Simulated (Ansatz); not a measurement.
# Ba (hcp type): the cost of one run

Computed with Ansatz 0.2.0 (DFT, PBE, PAW with Ansatz's default frozen-core files, scalar-relativistic, unless a step's input says otherwise).

## 1. The structure to begin with

The structure is hexagonal, space group P6_3/mmc (No. 194). The conventional cell has a = 4.489 Å, b = 4.489 Å, c = 7.272 Å, α = 90.00°, β = 90.00°, γ = 120.00°. Ba (site symmetry -6m2) has 12 Ba at 4.46 to 4.49 Å in its first shell of neighbours.

Coordinates:

```cif
data_structure
_symmetry_space_group_name_H-M 'P 1'
_symmetry_Int_Tables_number 1
_cell_length_a 4.4887
_cell_length_b 4.4887
_cell_length_c 7.2717
_cell_angle_alpha 90.000
_cell_angle_beta 90.000
_cell_angle_gamma 120.000
_cell_volume 126.88
loop_
_atom_site_label
_atom_site_type_symbol
_atom_site_fract_x
_atom_site_fract_y
_atom_site_fract_z
_atom_site_occupancy
Ba1 Ba 0.33333 0.66667 0.25000 1
Ba2 Ba 0.66667 0.33333 0.75000 1
```

Whether this phase is the stable one at these pressures isn't tested.

Atoms are numbered in the order of the input: Ba1, Ba2.

## 2. Cell relaxed at zero pressure, PAW

Input file input.yaml:

```yaml
crystal:
  lattice:
    - [4.488698186, 0.0, 0.0]
    - [-2.244349093, 3.887326659, 0.0]
    - [0.0, 0.0, 7.2716910613]
  atoms:
    - { symbol: Ba, position: [0.3333333333, 0.6666666667, 0.25] }
    - { symbol: Ba, position: [0.6666666667, 0.3333333333, 0.75] }
kpoints:
  mp_grid: { grid: [10, 10, 6] }
scf:
  occupations: { method: fermi_dirac, width: 0.1 }
hamiltonian:
  xc: pbe
  pseudopotentials: { kind: paw }
output:
  forces: true
  stress: true
relax:
  f_tol: 0.005
  max_steps: 40
  cell: {}
```

Command:

```console
> ansatz run input.yaml --threads 1 --pin off --max-ram 2048MiB --backend cpu --events-out ev --progress --plain --runs-dir out
```

What time and memory should one allow on 1 thread of Arm Neoverse V2, shared host?

About 21 s, with a peak of 0.41 GiB.
